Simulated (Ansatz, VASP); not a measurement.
# One calculation of GaSb, two programs

```xyz
2
Lattice="0.0000 3.1339 3.1339 3.1339 0.0000 3.1339 3.1339 3.1339 0.0000" Properties=species:S:1:pos:R:3 pbc="T T T"
Ga    0.0000    0.0000    0.0000
Sb    4.7008    4.7008    4.7008
```

Alike in both runs: task single point; functional PBE; k mesh 12 × 12 × 12; occupations gaussian, width 0.1 eV; no spin polarisation.

```csv
,VASP,Ansatz
version,VASP 6.6.1,Ansatz 0.2.0
potentials or method,"VASP PAW PBE potentials, release 64 (Ga_d, Sb)","scalar-relativistic, plane waves, PAW"
plane-wave cutoff (eV),520,420
valence electrons in the cell,18,28
```

|  | VASP | Ansatz | Ansatz less VASP |
| --- | --- | --- | --- |
| gap on the k mesh at the Fermi level (eV) | none | none | - |
| pressure (GPa) | -1.1 | -1.1 | -0.03 |

A gap of «none» marks a metal or a gap that the smearing closes. The two sets of potentials don't hold the same shells in valence.

The runs have no spin-orbit coupling, so splittings on Sb are missing.
